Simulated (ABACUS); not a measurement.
# Ge (Fd-3m) in ABACUS: further runs, part 2 of 2

ABACUS 3.10.1.

### Step 3. Equation of state, PBE, 21.28 Å³/atom (volume scaled by 0.94)

INPUT reads:

```
INPUT_PARAMETERS
suffix              Ge
calculation         scf
basis_type          lcao
pseudo_dir          ./
orbital_dir         ./
symmetry            1
dft_functional      pbe
ecutwfc             100
pseudo_rcut         10
nspin               1
nbands              18
ks_solver           genelpa
smearing_method     fd
smearing_sigma      0.00367493
scf_thr             1e-07
scf_nmax            100
mixing_type         broyden
mixing_beta         0.7
cal_force           1
cal_stress          1
out_mul             1
```

STRU reads:

```
ATOMIC_SPECIES
Ge 72.6300 Ge.upf

NUMERICAL_ORBITAL
Ge_confined-atom_7au_2s2p2d.orb

LATTICE_CONSTANT
1.8897261246

LATTICE_VECTORS
0.0000000000 2.7711609388 2.7711609388
2.7711609388 0.0000000000 2.7711609388
2.7711609388 2.7711609388 0.0000000000

ATOMIC_POSITIONS
Direct

Ge
0.0
2
0.7500000000 0.7500000000 0.7500000000 1 1 1
0.5000000000 0.5000000000 0.5000000000 1 1 1
```

KPT reads:

```
K_POINTS
0
Gamma
8 8 8 0 0 0
```

Potentials or basis: PseudoDojo NC SR 0.4.1 PBE standard, DZP LCAO (the cutoffs set its grid).

The run is started by

```console
$ OMP_NUM_THREADS=1 mpirun -np 4 abacus > log
```

running log:

```text
ABACUS v3.10.1

               Atomic-orbital Based Ab-initio Computation at UStc

 ------------------------------------------------------------------------------------

 READING GENERAL INFORMATION
                           global_out_dir = OUT.Ge/
                           global_in_card = INPUT
                               pseudo_dir = ./
                              orbital_dir = ./
                                    DSIZE = 4
                                    GSIZE = 1

 READING UNITCELL INFORMATION
                                    ntype = 1
                  lattice constant (Bohr) = 1.88973
              lattice constant (Angstrom) = 1

 READING ATOM TYPE 1
[... 342 lines left out ...]
       3       -14.5095     0.00390625
       4       -14.4650     0.00390625
       5       -14.4650     0.00390625
       6       -14.2232     0.00390625
[... 98 lines left out ...]
       5       -14.4377      0.0234375
       6       -14.2612      0.0234375
[... 10 lines left out ...]
      17        14.3966    1.17371e-34
      18        14.3966    1.17371e-34

[... levels at 23 further k points ...]

 correction force for each atom along direction 1 is 2.48655e-14
 correction force for each atom along direction 2 is 5.68816e-15
 correction force for each atom along direction 3 is 1.48076e-14
------------------------------------------------------------------------------------------
 TOTAL-FORCE (eV/Angstrom)
------------------------------------------------------------------------------------------
                       Ge1         0.0000000000         0.0000000000         0.0000000000
                       Ge2         0.0000000000         0.0000000000         0.0000000000
------------------------------------------------------------------------------------------

----------------------------------------------------------------
 TOTAL-STRESS (KBAR)
----------------------------------------------------------------
       104.4658126891         0.0000000000        -0.0000000000
         0.0000000000       104.4658126891        -0.0000000000
        -0.0000000000        -0.0000000000       104.4658126891
----------------------------------------------------------------
 TOTAL-PRESSURE: 104.465813 KBAR

 --------------------------------------------
 !FINAL_ETOT_IS -4860.7554532194226340 eV
 --------------------------------------------
```

Run time: 3 s. Hardware: 4 MPI ranks of Intel Xeon at 2.60GHz (Ice Lake), shared host; peak memory 0.44 GiB.

What came out:

* Free energy: -4860.7555 eV
* Pressure: 10.4 GPa
* Band gap on the k mesh: 0.40 eV, indirect (least direct gap 0.76 eV)

Caveat: the atomic orbitals were generated for these runs and aren't a published set; the basis of atomic orbitals isn't converged, which shifts pressures, moduli and gaps.

### Step 4. Equation of state, PBE, 21.73 Å³/atom (volume scaled by 0.96)

INPUT is that of step 3.

Edit STRU of step 3 so:

```diff
@@ -10,5 +10,5 @@
 LATTICE_VECTORS
-0.0000000000 2.7711609388 2.7711609388
-2.7711609388 0.0000000000 2.7711609388
-2.7711609388 2.7711609388 0.0000000000
+0.0000000000 2.7906767997 2.7906767997
+2.7906767997 0.0000000000 2.7906767997
+2.7906767997 2.7906767997 0.0000000000
```

KPT is that of step 3.

The run is started by

```console
$ OMP_NUM_THREADS=1 mpirun -np 4 abacus > log
```

It took 2.9 s on 4 MPI ranks of Intel Xeon at 2.60GHz (Ice Lake), shared host; peak memory 0.44 GiB.

The run converged. Its results:

| Quantity | Value |
| --- | --- |
| Free energy | -4860.8081 eV |
| Pressure | 8.3 GPa |
| Band gap on the k mesh | 0.33 eV, indirect (least direct gap 0.55 eV) |

Caveat: the atomic orbitals were generated for these runs and aren't a published set; the basis of atomic orbitals isn't converged, which shifts pressures, moduli and gaps.

### Step 5. Equation of state, PBE, 22.19 Å³/atom (volume scaled by 0.98)

INPUT is that of step 4.

Edit STRU of step 4 so:

```diff
@@ -10,5 +10,5 @@
 LATTICE_VECTORS
-0.0000000000 2.7906767997 2.7906767997
-2.7906767997 0.0000000000 2.7906767997
-2.7906767997 2.7906767997 0.0000000000
+0.0000000000 2.8099234548 2.8099234548
+2.8099234548 0.0000000000 2.8099234548
+2.8099234548 2.8099234548 0.0000000000
```

KPT is that of step 4.

The run is started by

```console
$ OMP_NUM_THREADS=1 mpirun -np 4 abacus > log
```

Run time: 3 s. Hardware: 4 MPI ranks of Intel Xeon at 2.60GHz (Ice Lake), shared host; peak memory 0.44 GiB.

The run converged. Its results:

| Property | Result |
| --- | --- |
| Free energy | -4860.8494 eV |
| Pressure | 6.3 GPa |
| Band gap on the k mesh | 0.27 eV, indirect (least direct gap 0.35 eV) |

Caveat: the atomic orbitals were generated for these runs and aren't a published set; the basis of atomic orbitals isn't converged, which shifts pressures, moduli and gaps.

### Step 6. Equation of state, PBE, 22.64 Å³/atom

INPUT is that of step 5.

Edit STRU of step 5 so:

```diff
@@ -10,5 +10,5 @@
 LATTICE_VECTORS
-0.0000000000 2.8099234548 2.8099234548
-2.8099234548 0.0000000000 2.8099234548
-2.8099234548 2.8099234548 0.0000000000
+0.0000000000 2.8289100000 2.8289100000
+2.8289100000 0.0000000000 2.8289100000
+2.8289100000 2.8289100000 0.0000000000
```

KPT is that of step 5.

Potentials or basis: PseudoDojo NC SR 0.4.1 PBE standard, DZP LCAO (the cutoffs set its grid).

The run is started by

```console
$ OMP_NUM_THREADS=1 mpirun -np 4 abacus > log
```

It took 3.5 s on 4 MPI ranks of Intel Xeon at 2.60GHz (Ice Lake), shared host; peak memory 0.44 GiB.

It converged, with:

```yaml
Free_energy: -4860.8801 eV
Pressure: 4.6 GPa
Band_gap_on_the_k_mesh: 0.16 eV, direct
```

Caveat: the atomic orbitals were generated for these runs and aren't a published set; the basis of atomic orbitals isn't converged, which shifts pressures, moduli and gaps.

### Step 7. Equation of state, PBE, 23.09 Å³/atom (volume scaled by 1.02)

INPUT is that of step 6.

Edit STRU of step 6 so:

```diff
@@ -10,5 +10,5 @@
 LATTICE_VECTORS
-0.0000000000 2.8289100000 2.8289100000
-2.8289100000 0.0000000000 2.8289100000
-2.8289100000 2.8289100000 0.0000000000
+0.0000000000 2.8476450493 2.8476450493
+2.8476450493 0.0000000000 2.8476450493
+2.8476450493 2.8476450493 0.0000000000
```

KPT is that of step 6.

The run is started by

```console
$ OMP_NUM_THREADS=1 mpirun -np 4 abacus > log
```

It took 3.6 s on 4 MPI ranks of Intel Xeon at 2.60GHz (Ice Lake), shared host; peak memory 0.44 GiB.

It converged, with:

* Free energy: -4860.9019 eV
* Pressure: 3.1 GPa
* Band gap on the k mesh: none (metal or under the smearing width)

Caveat: the atomic orbitals were generated for these runs and aren't a published set; the basis of atomic orbitals isn't converged, which shifts pressures, moduli and gaps.

### Step 8. Equation of state, PBE, 23.54 Å³/atom (volume scaled by 1.04)

INPUT is that of step 7.

Edit STRU of step 7 so:

```diff
@@ -10,5 +10,5 @@
 LATTICE_VECTORS
-0.0000000000 2.8476450493 2.8476450493
-2.8476450493 0.0000000000 2.8476450493
-2.8476450493 2.8476450493 0.0000000000
+0.0000000000 2.8661367691 2.8661367691
+2.8661367691 0.0000000000 2.8661367691
+2.8661367691 2.8661367691 0.0000000000
```

KPT is that of step 7.

The run is started by

```console
$ OMP_NUM_THREADS=1 mpirun -np 4 abacus > log
```

It took 3.5 s on 4 MPI ranks of Intel Xeon at 2.60GHz (Ice Lake), shared host; peak memory 0.44 GiB.

Results (log left out):

| Item | Value |
| --- | --- |
| Free energy | -4860.9155 eV |
| Pressure | 1.7 GPa |
| Band gap on the k mesh | none (metal or under the smearing width) |

Caveat: the atomic orbitals were generated for these runs and aren't a published set; the basis of atomic orbitals isn't converged, which shifts pressures, moduli and gaps.

### Step 9. Equation of state, PBE, 24.00 Å³/atom (volume scaled by 1.06)

INPUT is that of step 8.

Edit STRU of step 8 so:

```diff
@@ -10,5 +10,5 @@
 LATTICE_VECTORS
-0.0000000000 2.8661367691 2.8661367691
-2.8661367691 0.0000000000 2.8661367691
-2.8661367691 2.8661367691 0.0000000000
+0.0000000000 2.8843929095 2.8843929095
+2.8843929095 0.0000000000 2.8843929095
+2.8843929095 2.8843929095 0.0000000000
```

KPT is that of step 8.

Potentials or basis: PseudoDojo NC SR 0.4.1 PBE standard, DZP LCAO (the cutoffs set its grid).

The run is started by

```console
$ OMP_NUM_THREADS=1 mpirun -np 4 abacus > log
```

It took 3.6 s on 4 MPI ranks of Intel Xeon at 2.60GHz (Ice Lake), shared host; peak memory 0.44 GiB.

Results (log left out):

```
Free energy            : -4860.9218 eV
Pressure               : 0.5 GPa
Band gap on the k mesh : none (metal or under the smearing width)
```

Caveat: the atomic orbitals were generated for these runs and aren't a published set; the basis of atomic orbitals isn't converged, which shifts pressures, moduli and gaps.

### Step 10. Equation of state, PBE

Potentials or basis: PseudoDojo NC SR 0.4.1 PBE standard, DZP LCAO (the cutoffs set its grid).

This step only gathers the single runs of the series.

Results:

* Equilibrium volume: 24.21 Å³/atom (rough: see the caveat)
* Bulk modulus: 58 GPa (rough)

Energy against volume, from the lowest point:
```
volume (Å³/atom)  energy (meV/atom)
          21.281              83.18
          21.733              56.84
          22.186              36.21
          22.639              20.86
          23.092               9.96
          23.545               3.15
          23.997               0.00
```

Caveat: the atomic orbitals were generated for these runs and aren't a published set; the minimum lies outside the volumes run; the basis of atomic orbitals isn't converged, which shifts pressures, moduli and gaps.
